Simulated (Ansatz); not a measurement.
# CsSnI3: the cost of one run

Computed with Ansatz 0.2.0 (DFT r2SCAN, scalar-relativistic, plane waves, PAW, unless a step's input says otherwise).

The COD cell was measured well above room temperature, so it is larger than a cold one.

2 further runs of the same task are left out: 1 that didn't finish, 1 set aside as unsound or not needed.

**1. The starting structure**

The structure is cubic, space group Pm-3m (No. 221). Conventional cell: a = 6.224 Å, b = 6.224 Å, c = 6.224 Å, α = 90.00°, β = 90.00°, γ = 90.00°. Cs (site symmetry m-3m) has 12 I at 4.40 Å as nearest neighbours. Around Sn (site symmetry m-3m) lie 6 I at 3.11 Å. Around I (site symmetry 4/mmm) lie 2 Sn at 3.11 Å and 4 Cs at 4.40 Å.

Structure file:

```
CELL_PARAMETERS angstrom
6.22436 0.00000 0.00000
0.00000 6.22436 0.00000
0.00000 0.00000 6.22436
ATOMIC_POSITIONS crystal
Cs 0.00000 0.00000 0.00000
Sn 0.50000 0.50000 0.50000
I 0.00000 0.50000 0.50000
I 0.50000 0.00000 0.50000
I 0.50000 0.50000 0.00000
```

It is the result of an earlier relaxation at this level (volume 48.23 Å³/atom; gap on the mesh: 0.46 eV).

**2. Static run: bands, density of states and charges**

File input.yaml:

```yaml
crystal:
  lattice:
    - [6.2243573178, 0.0, 0.0]
    - [0.0, 6.2243573178, 0.0]
    - [0.0, 0.0, 6.2243573178]
  atoms:
    - { symbol: Cs, position: [0.0, 0.0, 0.0] }
    - { symbol: Sn, position: [0.5, 0.5, 0.5] }
    - { symbol: I, position: [0.0, 0.5, 0.5] }
    - { symbol: I, position: [0.5, 0.0, 0.5] }
    - { symbol: I, position: [0.5, 0.5, 0.0] }
basis:
  ecutwfc: 500
kpoints:
  mp_grid: { grid: [6, 6, 6] }
  band_path:
    path:
      - [[0.0, 0.0, 0.0], [0.0, 0.5, 0.0], [0.5, 0.5, 0.0], [0.0, 0.0, 0.0], [0.5, 0.5, 0.5], [0.0, 0.5, 0.0]]
      - [[0.5, 0.5, 0.5], [0.5, 0.5, 0.0]]
    npoints: 14
hamiltonian:
  xc: r2scan
scf:
  occupations: { method: gaussian, width: 0.02 }
  n_extra_bands: 12
output:
  forces: true
  stress: true
  eigenvalues: true
  populations: true
  dos: { projected: true, de: 0.02, nscf_kmesh: { grid: [9, 9, 9] } }
  bader: true
  write_density: true
  write_potential: true
  elf: true
  volumetric_format: npy
```

Command:

```
ansatz run input.yaml --threads 2 --pin off --max-ram 5120MiB --backend cpu --events-out ev --progress --plain --runs-dir out
```

**Question.** How long does this run take on 2 threads of Arm Neoverse V2, shared host, and how much memory does it need?

About 59 s, with a peak of 1.3 GiB.
